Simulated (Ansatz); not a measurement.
## SrTiO3: the gap under pressure

SrTiO3, Pm-3m, a = 3.947 Å. The structure is a Materials Project entry; whether it is the stable form wasn't checked. Ansatz: PBE+U, PAW, 420 eV, Γ-centred 8×8×8 mesh on 5 atoms, Gaussian smearing 0.02 eV; U_eff Ti 4.00 eV; no spin polarisation. Cell and atoms are relaxed at each pressure, and no other structure is tried, so the rows at high pressure may lie past a change of phase. The gap is sought over the whole zone. The pressures are the targets, met within 0.07 GPa.

| P (GPa) | gap y (eV) |
| --- | --- |
| -3.0 | ? |
| 0.0 | 2.298 |
| 3.0 | 2.340 |
| 8.0 | 2.401 |
| 15.0 | 2.476 |
| 30.0 | 2.601 |
| 60.0 | 2.768 |

Task: Fit y = E0 + αP + βP² to the other rows and predict the missing gap.

Result: Least squares on the rows shown. y = 2.3025 + 0.012481 P − 7.8972×10⁻⁵ P². So α = 12.5 meV/GPa at zero pressure. With a term in P³ added, the coefficient of P becomes 0.01405, 13 % more, which shows how far this figure hangs on the form. At P = -3.0 the fit asked for gives 2.264 eV. The run gave 2.252 eV, so the fit is 0.012 eV too high, 2.3 % of the span of the series, against an rms of 0.004 eV on the fitted rows. The row lies outside the fitted range. With a term in P³ added, a fit to the same known rows predicts 2.255 eV, so most of the miss is curvature that the known rows already hold.

Semilocal functionals give gaps under the measured ones; changes of the gap mostly carry over better.

Symmetry holds off the tilts and polar distortions that many cubic perovskites undergo.